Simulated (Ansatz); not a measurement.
# Simulated XPS, UPS and emission spectra of V3Si, part 2 of 3

Wanted: projected DOS of V3Si, weighted into photoemission and X-ray emission spectra, at several levels of theory.

Ansatz 0.2.0; DFT, PBE, plane-wave PAW, default files, scalar-relativistic (the session's first sound run).

So far: Starting point; The base run.

**2. The base run (continued)**

Shapes are the site's partial DOS without matrix elements, which overweights lines from ligand s bands. The intensity by emission energy less the core level's binding energy, zero at the Fermi level; read off at these points; values in % of the unpolarised maximum:

| emission energy less the core level's binding energy (eV) | V L-alpha | Si K-beta | Si L2,3 |
| --- | --- | --- | --- |
| -11.250 | 0.141 | 0.439 | 0.0260 |
| -11.000 | 0.153 | 0.475 | 0.0319 |
| -10.750 | 0.166 | 0.519 | 0.0404 |
| -10.500 | 0.183 | 0.572 | 0.0580 |
| -10.250 | 0.206 | 0.645 | 0.175 |
| -10.000 | 0.243 | 0.755 | 1.03 |
| -9.750 | 0.308 | 0.934 | 3.69 |
| -9.500 | 0.426 | 1.20 | 7.71 |
| -9.250 | 0.627 | 1.55 | 12.3 |
| -9.000 | 0.975 | 1.95 | 18.2 |
| -8.750 | 1.61 | 2.36 | 27.5 |
| -8.500 | 2.83 | 2.70 | 45.9 |
| -8.250 | 4.73 | 2.88 | 80.0 |
| -8.000 | 5.83 | 2.76 | 97.6 |
| -7.750 | 4.37 | 2.43 | 57.7 |
| -7.500 | 2.12 | 2.18 | 14.3 |
| -7.250 | 1.00 | 2.20 | 1.67 |
| -7.000 | 0.698 | 2.43 | 0.245 |
| -6.750 | 0.644 | 2.84 | 0.124 |
| -6.500 | 0.668 | 3.46 | 0.0855 |
| -6.250 | 0.740 | 4.41 | 0.0646 |
| -6.000 | 0.868 | 5.96 | 0.0529 |
| -5.750 | 1.11 | 8.85 | 0.0515 |
| -5.500 | 1.68 | 14.9 | 0.115 |
| -5.250 | 3.13 | 27.2 | 0.562 |
| -5.000 | 6.11 | 46.3 | 2.26 |
| -4.750 | 10.1 | 65.1 | 5.32 |
| -4.500 | 12.1 | 71.1 | 6.50 |
| -4.250 | 11.6 | 66.4 | 4.53 |
| -4.000 | 12.4 | 66.5 | 2.41 |
| -3.750 | 17.5 | 78.4 | 1.31 |
| -3.500 | 24.7 | 93.0 | 0.794 |
| -3.250 | 29.4 | 99.3 | 0.472 |
| -3.000 | 32.7 | 99.8 | 0.287 |
| -2.750 | 35.9 | 95.2 | 0.217 |
| -2.500 | 38.6 | 79.5 | 0.223 |
| -2.250 | 45.0 | 58.7 | 0.366 |
| -2.000 | 61.3 | 44.7 | 0.907 |
| -1.750 | 82.5 | 38.2 | 1.62 |
| -1.500 | 91.2 | 32.7 | 1.49 |
| -1.250 | 86.4 | 26.6 | 0.988 |
| -1.000 | 82.1 | 22.2 | 0.906 |
| -0.750 | 87.2 | 21.3 | 1.50 |
| -0.500 | 97.7 | 22.4 | 2.44 |
| -0.425 | 99.7 | 22.6 | 2.65 |
| -0.250 | 95.3 | 21.5 | 2.63 |
| 0.000 | 66.2 | 16.2 | 1.51 |
| 0.250 | 29.9 | 9.69 | 0.382 |
| 0.500 | 11.3 | 5.53 | 0.0449 |
| 0.750 | 5.45 | 3.59 | 0.00997 |
| 1.000 | 3.43 | 2.64 | 0.00659 |
| 1.250 | 2.44 | 2.08 | 0.00529 |

Window up to 4.7 eV. Shell moments, by row:

| element | shell | occupied states an atom | centre of occupied part (eV) | rms width of occupied part (eV) | centre up to the window's top (eV) | rms width up to the window's top (eV) |
| --- | --- | --- | --- | --- | --- | --- |
| V | 4s | 0.5925 | -4.641 | 2.89 | -3.247 | 3.905 |
| V | 4p* | 0.206 | -1.903 | 2.117 | 0.03485 | 2.708 |
| V | 3d | 4.07 | -1.606 | 1.485 | 0.5419 | 2.253 |
| Si | 3s | 1.28 | -7.753 | 1.682 | -5.727 | 4.586 |
| Si | 3p | 3.184 | -3.172 | 1.325 | -1.874 | 2.838 |

Broadened DOS, unweighted empty DOS against E, zero at the Fermi level; read off at these points:

E (eV), broadened DOS, unweighted empty DOS (states/eV/cell) and a bar:
```
    -0.93        0.0 
    -0.72        0.0 
    -0.42        0.3 #
    -0.23        1.5 ###
    -0.03        3.5 #######
     0.07        4.2 ########
     0.28        4.0 ########
     0.47        3.8 ########
     0.78        4.8 ##########
     0.97        5.4 ###########
     1.18        5.8 ############
     1.48        6.8 ##############
     1.68        8.5 #################
     1.98       12.4 #########################
     2.17       14.4 #############################
     2.38       15.1 ##############################
     2.67       15.0 ##############################
     2.88       14.4 #############################
     3.08       12.0 ########################
     3.38        6.9 ##############
     3.58        4.9 ##########
     3.88        3.5 #######
     4.08        2.8 ######
```

The spectra weight each projected shell by its atomic cross section (Dirac–Hartree–Slater) and angular factor, for linear light with the analyser at 30° from the polarisation. Broadening, on top of any smearing of the DOS itself: a Gaussian of 0.35 eV and a Lorentzian of 0.2 eV plus 0 times the binding energy (full widths), Fermi edge at 77 K. Curves are cut 10 eV under the photon energy, above any shell that the free atom's threshold puts out of reach, or at the lower edge of the window: 11.2 eV at 21.2 eV, 11.3 eV at 100 eV, 11.3 eV at 1486.7 eV, 11.3 eV at 5950 eV and 11.3 eV at 8047.8 eV. A star in tables and legends marks shells that hold the states left over by the projection (2.3 % of the filled ones), a stand-in for orbitals that the files don't project on. Dipole terms alone, which is rough above 3 keV; no background, satellites or final-state effects.

How the area divides among the shells (%):

| shell | 21.2 eV | 100 eV | 1486.7 eV | 5950 eV | 8047.8 eV |
| --- | --- | --- | --- | --- | --- |
| V 4s | 1.1 | 0.8 | 18.0 | 44.4 | 48.2 |
| V 3d | 94.6 | 93.4 | 45.0 | 6.7 | 4.0 |
| Si 3s | 1.4 | 1.9 | 27.6 | 45.2 | 45.0 |
| Si 3p | 2.6 | 3.8 | 8.2 | 2.9 | 2.1 |

At this lattice the functional leaves a pressure of -3.6 GPa, which narrows the bands against the functional's own equilibrium. The starting moments died away, so the state found is non-magnetic. At the Fermi level the DOS is 17.38 states/eV a cell, and on the broadened curves V 3d holds 89 % of the total there.

**3. Antiparallel moments**

The spectrum can hang on the magnetic order, so an antiparallel start is tried.

input.yaml reads:

```yaml
crystal:
  lattice:
    - [4.732, 0.0, 0.0]
    - [0.0, 4.732, 0.0]
    - [0.0, 0.0, 4.732]
  atoms:
    - { symbol: V, position: [0.0, 0.5, 0.25], spin: 2.0 }
    - { symbol: V, position: [0.0, 0.5, 0.75], spin: -2.0 }
    - { symbol: V, position: [0.5, 0.25, 0.0], spin: 2.0 }
    - { symbol: V, position: [0.75, 0.0, 0.5], spin: -2.0 }
    - { symbol: V, position: [0.5, 0.75, 0.0], spin: 2.0 }
    - { symbol: V, position: [0.25, 0.0, 0.5], spin: -2.0 }
    - { symbol: Si, position: [0.5, 0.5, 0.5] }
    - { symbol: Si, position: [0.0, 0.0, 0.0] }
magnetization:
  spin_polarized: true
kpoints:
  mp_grid: { grid: [8, 8, 8] }
  band_path:
    path:
      - [[0.0, 0.0, 0.0], [0.0, 0.5, 0.0], [0.5, 0.5, 0.0], [0.0, 0.0, 0.0], [0.5, 0.5, 0.5], [0.0, 0.5, 0.0]]
      - [[0.5, 0.5, 0.5], [0.5, 0.5, 0.0]]
    npoints: 15
scf:
  occupations: { method: fermi_dirac, width: 0.05 }
  n_extra_bands: 20
hamiltonian:
  xc: pbe
  pseudopotentials: { kind: paw }
output:
  forces: true
  stress: true
  dos:
    projected: true
    de: 0.05
    e_range: [-30, 12]
    nscf_kmesh: { grid: [12, 12, 12] }
  fatbands: true
```

Started as:

```console
$ ansatz run input.yaml --threads 4 --pin off --max-ram 8192MiB --backend cpu --events-out ev --progress --plain --runs-dir out
```

Numbers of over 12 decimals in the logs are rounded to 6 here.

What it wrote:

```text
[...]
Crystal: 8 atoms, lattice volume = 105.958 Å³
Basis set: ecut = 420 eV, 2103 PW (Γ), exchange–correlation on 64×64×64 points (8 copies of the dense FFT grid, shifted against one another)
Bands: 63, of which v1, the nominal top of the filled ones, is band 43 counted from 1 (42 counted from 0)
Symmetry: 4 space group operations
[...]
k-points: 125 of 512 (time reversal used)
[...]
Starting moments: Σ|m| = 12 μB on 6 of 8 sites
Starting magnetic order: altermagnet, d-wave, planar spin-momentum locking; spin-degenerate planes through Γ normal to [1 -1 0], [1 1 0] of the run's lattice
[...]
SCF iter   1: F=—  HF=-18754.675884 eV  |F-HF|=—  |Δ(HF+E_count)|=         —  Δρ=1.21e-1 (↑1.21e-1 ↓1.21e-1)  dr2=6.94e0  dr2_m=1.24e1  M=-0.000 μB ∫|m|=1.659 μB  β_m=0.30  ethr=3.10e-3  ⟨swp⟩=5.0  Hψ=50950  notcnv=0  defer=123
[...]
SCF iter  13: F=-18749.840258 eV  HF=-18749.840258 eV  |F-HF|=1.01e-8  |Δ(HF+E_count)|=  8.22e-10  Δρ=1.26e-6 (↑1.26e-6 ↓1.19e-6)  dr2=1.09e-8  dr2_m=2.43e-11  M=0.000 μB ∫|m|=0.000 μB  ethr=9.21e-12  ⟨swp⟩=7.2  Hψ=59739  notcnv=0
SCF 1 converged in 13 iterations: F = -18749.840258 eV  dr2 = 1.09e-8
[...]
NSCF: frozen V_eff on 92 k-points
[...]
SCF converged after 13 iterations
Magnetization: 0.0000 μB (43.0000 up, 43.0000 down)
Absolute magnetization: 0.0000 μB (∫|ρ↑−ρ↓|, with the PAW one-centre terms)
[...]
Per-site moments (μB) at R_I (Å): [(5.662644188898368e-6, 0.975975), (2.3564746132644062e-7, 0.975975), (5.515748101044166e-6, 0.975975), (3.6565177168789236e-7, 0.975975), (5.515748100964958e-6, 0.975975), (3.656517717055501e-7, 0.975975), (-7.735726448021039e-8, 1.091173), (-7.519526737929571e-8, 1.091173)]
Free energy (F): -18749.840258 eV
[...]
Internal energy: -18749.726257 eV  (E = F + TS)
E sigma→0 (E₀):  -18749.783258 eV
Entropy (-TS):   -0.114001 eV (-14.250 meV/atom)
Fermi energy:    15.445918 eV
[...]
--- Forces (eV/Å), atoms counted from 1 ---
  atom   1  V      0.00000000     0.00000000     0.00001711
  atom   2  V      0.00000000     0.00000000    -0.00001683
  atom   3  V      0.00000000    -0.00000705    -0.00000003
  atom   4  V      0.00001002     0.00000000    -0.00000002
  atom   5  V      0.00000000     0.00000705    -0.00000003
  atom   6  V     -0.00001002     0.00000000    -0.00000002
  atom   7  Si     0.00000000     0.00000000     0.00000004
  atom   8  Si     0.00000000     0.00000000     0.00000004
  max |Σ_I F_I| component: 2.53e-7 eV/Å
--- Stress (GPa, compression-positive) ---
       -3.630869       0.000000       0.000000
        0.000000      -3.630758       0.000000
        0.000000       0.000000      -3.630821
  P = ⅓ Tr σ = -3.6308 GPa (-36.308 kbar)
--- Band table (eV; the first three rows and the last of 250) ---
  k-point 0 ↑: bands = [... 39 lower, 14.8673, 14.8673, 14.8673, 15.4268, 15.4268, 17.4046, 17.4046, 17.4046, ... 16 higher]
  k-point 1 ↑: bands = [... 39 lower, 14.8683, 14.8890, 14.8890, 15.4462, 15.4697, 17.2330, 17.3540, 17.3540, ... 16 higher]
  k-point 2 ↑: bands = [... 39 lower, 14.8645, 14.8874, 14.8874, 15.4472, 15.5111, 16.7179, 17.2549, 17.2549, ... 16 higher]
  k-point 124 ↓: bands = [... 39 lower, 15.4092, 15.4092, 15.4092, 15.4889, 15.4889, 15.4889, 15.4889, 15.4890, ... 16 higher]
```

Wall time 3.4 min (4 threads of Intel Xeon at 2.60GHz (Ice Lake), shared host); peak memory 2.1 GiB.

This step gave:

```
symmetry operations : 4
```

Electronic bands along the path, in eV, zero at the Fermi level; # counts the bands kept:

| point | up #17 | up #18 | up #19 | up #20 | down #17 | down #18 | down #19 | down #20 |
| --- | --- | --- | --- | --- | --- | --- | --- | --- |
| Γ | -0.58 | -0.58 | -0.02 | -0.02 | -0.58 | -0.58 | -0.02 | -0.02 |
| 0.47 of the way | -0.55 | -0.55 | 0.01 | 0.07 | -0.55 | -0.55 | 0.01 | 0.07 |
| X | -0.66 | -0.66 | -0.45 | -0.45 | -0.66 | -0.66 | -0.45 | -0.45 |
| 0.53 of the way | -0.30 | -0.25 | -0.14 | -0.14 | -0.30 | -0.25 | -0.14 | -0.14 |
| M | -0.02 | 0.37 | 0.37 | 0.43 | -0.02 | 0.37 | 0.37 | 0.43 |
| 0.47 of the way | -0.32 | -0.32 | -0.20 | 0.06 | -0.32 | -0.32 | -0.20 | 0.06 |
| Γ | -0.58 | -0.58 | -0.02 | -0.02 | -0.58 | -0.58 | -0.02 | -0.02 |
| 0.47 of the way | -0.55 | -0.24 | -0.11 | -0.11 | -0.55 | -0.24 | -0.11 | -0.11 |
| R | -0.04 | -0.04 | 0.04 | 0.04 | -0.04 | -0.04 | 0.04 | 0.04 |
| 0.47 of the way | -0.23 | -0.23 | 0.06 | 0.06 | -0.23 | -0.23 | 0.06 | 0.06 |
| X | -0.66 | -0.66 | -0.45 | -0.45 | -0.66 | -0.66 | -0.45 | -0.45 |
| jump to R | -0.04 | -0.04 | 0.04 | 0.04 | -0.04 | -0.04 | 0.04 | 0.04 |
| 0.47 of the way | -0.05 | 0.10 | 0.10 | 0.13 | -0.05 | 0.10 | 0.10 | 0.13 |
| M | -0.02 | 0.37 | 0.37 | 0.43 | -0.02 | 0.37 | 0.37 | 0.43 |

Of the projections kept (V s, V d, Si s, Si p, not projected), the largest for each band there; the rest of the weight can lie on other orbitals:

| point | up #17 | up #18 | up #19 | up #20 | down #17 | down #18 | down #19 | down #20 |
| --- | --- | --- | --- | --- | --- | --- | --- | --- |
| Γ | V d 0.91 | V d 0.91 | V d 0.86 | V d 0.86 | V d 0.91 | V d 0.91 | V d 0.86 | V d 0.86 |
| X | V d 0.95 | V d 0.95 | V d 0.78 | V d 0.78 | V d 0.95 | V d 0.95 | V d 0.78 | V d 0.78 |
| M | V d 0.51 | V d 0.94 | V d 0.94 | V d 0.99 | V d 0.51 | V d 0.94 | V d 0.94 | V d 0.99 |
| Γ | V d 0.91 | V d 0.91 | V d 0.86 | V d 0.86 | V d 0.91 | V d 0.91 | V d 0.86 | V d 0.86 |
| R | V d 0.95 | V d 0.95 | V d 0.91 | V d 0.91 | V d 0.95 | V d 0.95 | V d 0.91 | V d 0.91 |
| X | V d 0.95 | V d 0.95 | V d 0.78 | V d 0.78 | V d 0.95 | V d 0.95 | V d 0.78 | V d 0.78 |

The two runs compared:

| quantity | this run | base run | difference |
| --- | --- | --- | --- |
| DOS at the Fermi level (states/eV/cell) | 17.378 | 17.378 | -1.0e-4 |

No moment survives the cycle: this start ends non-magnetic.

**4. With PBEsol**

This step: DFT, PBEsol, plane-wave PAW, default files, scalar-relativistic (Ansatz 0.2.0).

The run is repeated with PBEsol on the same cell, to see how much the levels hang on the functional.

input.yaml, the sections that differ from step 3:

```yaml
crystal:
  lattice:
    - [4.732, 0.0, 0.0]
    - [0.0, 4.732, 0.0]
    - [0.0, 0.0, 4.732]
  atoms:
    - { symbol: V, position: [0.0, 0.5, 0.25], spin: 2.0 }
    - { symbol: V, position: [0.0, 0.5, 0.75], spin: 2.0 }
    - { symbol: V, position: [0.5, 0.25, 0.0], spin: 2.0 }
    - { symbol: V, position: [0.75, 0.0, 0.5], spin: 2.0 }
    - { symbol: V, position: [0.5, 0.75, 0.0], spin: 2.0 }
    - { symbol: V, position: [0.25, 0.0, 0.5], spin: 2.0 }
    - { symbol: Si, position: [0.5, 0.5, 0.5] }
    - { symbol: Si, position: [0.0, 0.0, 0.0] }
hamiltonian:
  xc: pbesol
  pseudopotentials: { kind: paw }
# magnetization, kpoints, scf, output: as in step 3
```

What it wrote:

```text
[...]
Crystal: 8 atoms, lattice volume = 105.958 Å³
Basis set: ecut = 420 eV, 2103 PW (Γ), exchange–correlation on 64×64×64 points (8 copies of the dense FFT grid, shifted against one another)
Bands: 63, of which v1, the nominal top of the filled ones, is band 43 counted from 1 (42 counted from 0)
Symmetry: 48 space group operations
[...]
k-points: 35 of 512
[...]
Starting moments: Σ|m| = 12 μB on 6 of 8 sites
[...]
SCF iter   1: F=—  HF=-18563.657974 eV  |F-HF|=—  |Δ(HF+E_count)|=         —  Δρ=1.49e-1 (↑1.49e-1 ↓7.81e-2)  dr2=7.55e0  dr2_m=1.19e1  M=1.655 μB ∫|m|=1.940 μB  β_m=0.30  ethr=3.10e-3  ⟨swp⟩=5.9  Hψ=15054  notcnv=0  defer=1
[...]
SCF iter  11: F=-18558.711903 eV  HF=-18558.711903 eV  |F-HF|=9.53e-10  |Δ(HF+E_count)|=  5.68e-10  Δρ=7.55e-7 (↑4.06e-7 ↓7.55e-7)  dr2=8.91e-10  dr2_m=6.62e-11  M=-0.000 μB ∫|m|=0.000 μB  ethr=2.75e-11  ⟨swp⟩=6.8  Hψ=17905  notcnv=0
SCF 1 converged in 11 iterations: F = -18558.711903 eV  dr2 = 8.91e-10
[...]
SCF converged after 11 iterations
Magnetization: -0.0002 μB (42.9999 up, 43.0001 down)
Absolute magnetization: 0.0002 μB (∫|ρ↑−ρ↓|, with the PAW one-centre terms)
[...]
Per-site moments (μB) at R_I (Å): [(-2.2712294836096942e-5, 0.975975), (-2.2712294836070087e-5, 0.975975), (-2.2712294836181896e-5, 0.975975), (-2.2712294836020377e-5, 0.975975), (-2.2712294836187927e-5, 0.975975), (-2.2712294835969382e-5, 0.975975), (2.5110053271110135e-7, 1.091173), (2.511005329625371e-7, 1.091173)]
Free energy (F): -18558.711903 eV
[...]
Internal energy: -18558.598100 eV  (E = F + TS)
E sigma→0 (E₀):  -18558.655001 eV
Entropy (-TS):   -0.113803 eV (-14.225 meV/atom)
Fermi energy:    15.316642 eV
[...]
--- Stress (GPa, compression-positive) ---
       -9.845436      -0.000000       0.000000
        0.000000      -9.845436       0.000000
        0.000000       0.000000      -9.845436
  P = ⅓ Tr σ = -9.8454 GPa (-98.454 kbar)
--- Band table (eV; the first three rows and the last of 70) ---
  k-point 0 ↑: bands = [... 39 lower, 14.7420, 14.7420, 14.7420, 15.2985, 15.2985, 17.2752, 17.2752, 17.2752, ... 16 higher]
  k-point 1 ↑: bands = [... 39 lower, 14.7430, 14.7637, 14.7637, 15.3176, 15.3415, 17.1028, 17.2245, 17.2245, ... 16 higher]
  k-point 2 ↑: bands = [... 39 lower, 14.7390, 14.7610, 14.7610, 15.3179, 15.3833, 16.5869, 17.1257, 17.1257, ... 16 higher]
  k-point 34 ↓: bands = [... 39 lower, 15.2701, 15.2701, 15.2701, 15.3669, 15.3669, 15.3669, 15.3669, 15.3669, ... 16 higher]
```

Wall time 27 s (4 threads); peak memory 0.88 GiB.

This step gave:

| Property | Result |
| --- | --- |
| free energy | -18558.7119 eV |
| energy at zero smearing | -18558.6550 eV |
| smearing term TS | 0.1138 eV |
| Fermi energy | 15.32 eV |
| symmetry operations | 48 |
| pressure | -9.845 GPa |
| share of occupied states in no projected shell | 0.0234 of the occupied states in the window |
| DOS at the Fermi level | 17.31 states/eV/cell |

Electronic bands along the path, in eV, zero at the Fermi level; # counts the bands kept:

| point | up #17 | up #18 | up #19 | up #20 | down #17 | down #18 | down #19 | down #20 |
| --- | --- | --- | --- | --- | --- | --- | --- | --- |
| Γ | -0.57 | -0.57 | -0.02 | -0.02 | -0.57 | -0.57 | -0.02 | -0.02 |
| 0.47 of the way | -0.55 | -0.55 | 0.01 | 0.07 | -0.55 | -0.55 | 0.01 | 0.07 |
| X | -0.66 | -0.66 | -0.45 | -0.45 | -0.66 | -0.66 | -0.45 | -0.45 |
| 0.53 of the way | -0.30 | -0.25 | -0.14 | -0.14 | -0.30 | -0.25 | -0.14 | -0.14 |
| M | -0.02 | 0.37 | 0.37 | 0.43 | -0.02 | 0.37 | 0.37 | 0.43 |
| 0.47 of the way | -0.32 | -0.32 | -0.20 | 0.07 | -0.32 | -0.32 | -0.20 | 0.07 |
| Γ | -0.57 | -0.57 | -0.02 | -0.02 | -0.57 | -0.57 | -0.02 | -0.02 |
| 0.47 of the way | -0.55 | -0.23 | -0.11 | -0.11 | -0.55 | -0.23 | -0.11 | -0.11 |
| R | -0.04 | -0.04 | 0.05 | 0.05 | -0.04 | -0.04 | 0.05 | 0.05 |
| 0.47 of the way | -0.23 | -0.23 | 0.05 | 0.05 | -0.23 | -0.23 | 0.05 | 0.05 |
| X | -0.66 | -0.66 | -0.45 | -0.45 | -0.66 | -0.66 | -0.45 | -0.45 |
| jump to R | -0.04 | -0.04 | 0.05 | 0.05 | -0.04 | -0.04 | 0.05 | 0.05 |
| 0.47 of the way | -0.05 | 0.10 | 0.10 | 0.14 | -0.05 | 0.10 | 0.10 | 0.14 |
| M | -0.02 | 0.37 | 0.37 | 0.43 | -0.02 | 0.37 | 0.37 | 0.43 |

Of the projections kept (V s, V d, Si s, Si p, not projected), the largest for each band there; the rest of the weight can lie on other orbitals:

| point | up #17 | up #18 | up #19 | up #20 | down #17 | down #18 | down #19 | down #20 |
| --- | --- | --- | --- | --- | --- | --- | --- | --- |
| Γ | V d 0.91 | V d 0.91 | V d 0.86 | V d 0.86 | V d 0.91 | V d 0.91 | V d 0.86 | V d 0.86 |
| X | V d 0.95 | V d 0.95 | V d 0.78 | V d 0.78 | V d 0.95 | V d 0.95 | V d 0.78 | V d 0.78 |
| M | V d 0.50 | V d 0.94 | V d 0.94 | V d 0.99 | V d 0.50 | V d 0.94 | V d 0.94 | V d 0.99 |
| Γ | V d 0.91 | V d 0.91 | V d 0.86 | V d 0.86 | V d 0.91 | V d 0.91 | V d 0.86 | V d 0.86 |
| R | V d 0.95 | V d 0.95 | V d 0.91 | V d 0.91 | V d 0.95 | V d 0.95 | V d 0.91 | V d 0.91 |
| X | V d 0.95 | V d 0.95 | V d 0.78 | V d 0.78 | V d 0.95 | V d 0.95 | V d 0.78 | V d 0.78 |

The two runs compared:

| quantity | this run | base run | difference |
| --- | --- | --- | --- |
| DOS at the Fermi level (states/eV/cell) | 17.305 | 17.378 | -0.0734 |

The starting moments have collapsed: the run ends non-magnetic.

(Continued in part 3 of 3.)

[Logs are printed without paths, hosts, clocks, repeated set-up lines and the standing remarks that a program may print on its own settings, such as how far it seeks lower states.]

[Hosts, paths, dates, database ids (printed as entryN), source tags and the programs' standing remarks are cut or masked in the printed files.]

[Maps of the electrostatic potential energy from Ansatz leave out the sawtooth potential of an applied field or a dipole correction, so their vacuum need not be flat; work functions include it.]

[Peak lists hold at most the 14 tallest peaks of each spectrum; further lines can be left out.]
